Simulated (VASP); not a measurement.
From VASP inputs to Ansatz: BN (strained rocksalt)

INCAR

```
SIGMA = 0.02
IBRION = -1
LWAVE = .FALSE.
ENCUT = 520
LCHARG = .FALSE.
LREAL = .FALSE.
NELM = 120
NBANDS = 11
METAGGA = R2SCAN
NSW = 0
ISMEAR = -1
LASPH = .TRUE.
PREC = Accurate
EDIFF = 1E-7
ALGO = Normal
ISIF = 2
```

KPOINTS

```
KPOINTS created by Atomic Simulation Environment
0
Gamma
12 12 12
0 0 0
```

KPOINTS_OPT

```
special points
7
Reciprocal
0.0000000000 0.0000000000 0.0000000000 1
0.5000000000 0.0000000000 0.5000000000 1
0.6250000000 0.2500000000 0.6250000000 1
0.3750000000 0.3750000000 0.7500000000 1
0.5000000000 0.5000000000 0.5000000000 1
0.5000000000 0.2500000000 0.7500000000 1
0.0000000000 0.5000000000 0.5000000000 1
```

POSCAR

```
B  N
 1.0000000000000000
     0.0000000000000000    1.6585346381999999    1.8979228895000000
     1.6585346381999999    0.0000000000000000    1.8979228895000000
     1.6585346381999999    1.6585346381999999    0.0000000000000000
 B   N
   1   1
Cartesian
  0.0000000000000000  0.0000000000000000  0.0000000000000000
  1.6585346381999999  1.6585346381999999  1.8979228895000004
```

VASP ran with the recommended PBE PAW datasets (8 valence electrons in the cell).

Question: Write an Ansatz input for this cell and level of theory.

Answer: 

```yaml
crystal:
  lattice:
    - [0.0, 1.6585346382, 1.8979228895]
    - [1.6585346382, 0.0, 1.8979228895]
    - [1.6585346382, 1.6585346382, 0.0]
  atoms:
    - { symbol: B, position: [0.0, 0.0, 0.0] }
    - { symbol: "N", position: [0.5, 0.5, 0.5] }
kpoints:
  mp_grid: { grid: [12, 12, 12] }
  band_path:
    path:
      - [0.0, 0.0, 0.0]
      - [0.5, 0.0, 0.5]
      - [0.625, 0.25, 0.625]
      - [0.375, 0.375, 0.75]
      - [0.5, 0.5, 0.5]
      - [0.5, 0.25, 0.75]
      - [0.0, 0.5, 0.5]
    npoints: 1
hamiltonian:
  xc: r2scan
scf:
  occupations: { method: fermi_dirac, width: 0.02 }
  n_extra_bands: 4
output:
  forces: true
  stress: true
  eigenvalues: true
```

Other inputs would serve too.

```tsv
	VASP	Ansatz
gap between bands v and c	0.03 eV	0.04 eV
least direct gap	4.11 eV	4.12 eV
pressure	19.7 GPa	18.9 GPa
```

Each program uses its own PAW datasets. VASP's cell holds 8 valence electrons and Ansatz's 8. Ansatz's stress includes a Pulay correction; VASP's doesn't.
